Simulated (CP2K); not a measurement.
Crystal: ZrO2.

```xyz
3
Lattice="3.5993 0.0000 0.0000 1.7996 3.1171 0.0000 1.7996 1.0390 2.9388" Properties=species:S:1:pos:R:3 pbc="T T T"
Zr    0.0000    0.0000    0.0000
O     5.3989    3.1171    2.2041
O     1.7996    1.0390    0.7347
```

Measurements of this composition are mostly on another form, of space group No. 14.

Base run:

```yaml
Program: CP2K 2026.2
Functional: PBE
Potentials_or_basis: GTH_POTENTIALS Zr GTH-PBE-q12, O GTH-PBE-q6; DZVP-MOLOPT-SR-GTH basis
Density_cutoff: 8163 eV
k_mesh: 9 × 9 × 9
Occupations: fermi-dirac, width 0.05 eV
Spin: no spin polarisation
```

Its results: band gap on the k mesh 3.38 eV, indirect (least direct gap 3.86 eV); pressure 3.6 GPa.

Question: The run is repeated on the same cell with these changes: functional from PBE to r2SCAN; density cutoff from 8163 eV to 12245 eV; cutoff of the grids from 600 Ry to 900 Ry. What comes out?

Answer: Band gap on the k mesh 3.89 eV, indirect (least direct gap 4.39 eV); pressure 0.1 GPa.

Caveats: the basis of atomic orbitals isn't converged, which shifts pressures, moduli and gaps; the potentials were made for another functional, which shifts forces and pressure (some runs).

A k mesh can miss the band edges.
